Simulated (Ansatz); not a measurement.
# TiO2: the cost of one run

Computed with Ansatz 0.2.0 (reference: DFT PBE, plane waves, PAW, scalar-relativistic, collinear spin, unless a step's input says otherwise).

**1. The system as given**

Symmetry: P1, No. 1, triclinic system. Conventional cell: a = 3.765 Å, b = 3.775 Å, c = 5.412 Å, α = 110.15°, β = 110.03°, γ = 90.37°. Ti (site symmetry 1) is surrounded by 6 O at 1.66 to 2.06 Å. Ti (site symmetry 1) has 6 O at 1.64 to 2.04 Å as nearest neighbours. Around O (site symmetry 1) lie 3 Ti at 1.73 to 2.04 Å. O (site symmetry 1) has 3 Ti at 1.69 to 2.05 Å as nearest neighbours. Around O (site symmetry 1) lie 3 Ti at 1.64 to 2.06 Å. Around O (site symmetry 1) lie 3 Ti at 1.66 to 2.04 Å.

Cell or atoms stand a little off a more symmetric structure (I4_1/amd at a tolerance of 0.3 Å), so results at this geometry aren't those of that ideal crystal.

As a file:

```
CELL_PARAMETERS angstrom
-1.88804 1.89657 4.72683
1.89862 -1.88007 4.72448
1.87590 1.86792 -4.72028
ATOMIC_POSITIONS crystal
Ti 0.00362 0.98566 0.00187
Ti 0.76372 0.22522 0.48913
O 0.18129 0.17898 0.00645
O 0.93418 0.43820 0.51560
O 0.58063 0.08539 0.51183
O 0.84863 0.80460 0.01585
```

**2. Reference**

Contents of input.yaml:

```yaml
crystal:
  lattice:
    - [-1.88804236, 1.89656767, 4.72683297]
    - [1.89861587, -1.88006895, 4.72447784]
    - [1.87589794, 1.86792452, -4.72027512]
  atoms:
    - { symbol: Ti, position: [0.0036193, 0.9856558, 0.00186997] }
    - { symbol: Ti, position: [0.76371889, 0.22521946, 0.48913147] }
    - { symbol: O, position: [0.18128937, 0.17897734, 0.00645049] }
    - { symbol: O, position: [0.93418047, 0.43820121, 0.51560368] }
    - { symbol: O, position: [0.58062837, 0.08539345, 0.51183067] }
    - { symbol: O, position: [0.84863374, 0.80460043, 0.01585075] }
kpoints:
  mp_grid: { grid: [5, 5, 7], shift: [0.0, 0.0, 0.5] }
magnetization:
  spin_polarized: true
scf:
  occupations: { method: fermi_dirac }
hamiltonian:
  pseudopotentials: { kind: paw }
  xc: pbe
basis:
  ecutwfc: 420
output:
  forces: true
  stress: true
  eigenvalues: true
  write_density: true
  write_potential: true
  elf: true
  volumetric_format: npy
```

Run with:

```bash
$ ansatz run input.yaml --threads 1 --pin off --max-ram 2560MiB --backend cpu --events-out ev --progress --plain --runs-dir out
```

What time and memory should one allow on 1 thread of Intel Xeon 6975P-C (Granite Rapids), shared host?

About 24 s, with a peak of 0.59 GiB.
